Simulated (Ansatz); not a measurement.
A 2-atom cell of LiBr started from a crystallographic database, relaxed with r2SCAN in the plane-wave code Ansatz. Space group Fm-3m (No. 225), cubic; conventional cell a = 5.479 Å, 20.56 Å³ an atom. Li is surrounded by 6 Br at 2.74 Å; Br is surrounded by 6 Li at 2.74 Å.

The axes x, y and z are those of this cell:
```
CELL_PARAMETERS angstrom
0.00000 2.73955 2.73955
2.73955 0.00000 2.73955
2.73955 2.73955 0.00000
ATOMIC_POSITIONS crystal
Li 0.00000 0.00000 0.00000
Br 0.50000 0.50000 0.50000
```

Unstrained: PBE gives an indirect gap of 4.985 eV, from Γ–K (0.22 of the way from Γ) to Γ; the least direct gap is 4.991 eV at Γ. Least and direct gap differ so little that the kind isn't settled. r2SCAN gives an indirect gap of 5.877 eV, from Γ–K (0.22 of the way from Γ) to Γ; the least direct gap is 5.879 eV at Γ. Least and direct gap differ so little that the kind isn't settled. HSE06 gives an indirect gap of 6.209 eV, from Γ–K (0.22 of the way from Γ) to Γ; the least direct gap is 6.213 eV at Γ. Least and direct gap differ so little that the kind isn't settled. Meshes: PBE 8×8×8, r2SCAN 8×8×8, HSE06 6×6×6. Strains are changes of length per length. After each strain the atoms were relaxed again with r2SCAN within the symmetry that the strain leaves, so tilts or polar shifts that break it weren't tested; points keep the names that they have in the unstrained zone. The values are computed, spin-unpolarised, and not measurements.

Q: Apply isotropic +2.62 % on every length. How far does the gap move, against the unstrained cell?

A: PBE: the gap goes from 4.985 to 4.665 eV (-0.320 eV); the edges go from Γ–K (0.22) → Γ to Γ–K (0.21) → Γ. r2SCAN: the gap goes from 5.877 to 5.521 eV (-0.356 eV); the edges go from Γ–K (0.22) → Γ to Γ–K (0.21) → Γ. HSE06: the gap goes from 6.209 to 5.866 eV (-0.343 eV); the edges go from Γ–K (0.22) → Γ to Γ–K (0.21) → Γ. The r2SCAN energy rises by 10.0 meV an atom.

Q: Apply isotropic +1.02 % on every length. How far does the gap move, against the unstrained cell?

A: PBE: the gap goes from 4.985 to 4.855 eV (-0.130 eV). r2SCAN: the gap goes from 5.877 to 5.732 eV (-0.145 eV). HSE06: the gap goes from 6.209 to 6.069 eV (-0.140 eV). The r2SCAN energy rises by 1.6 meV an atom.

Spin-orbit coupling is left out.

Where an edge lies off the special points, it is a point of the mesh or the k point where a search put PBE's edge or least direct gap, reused for the other functionals, whose own edges may lie a little apart.

The meshes of the hybrids are coarse, so their gaps aren't converged to the digits shown.
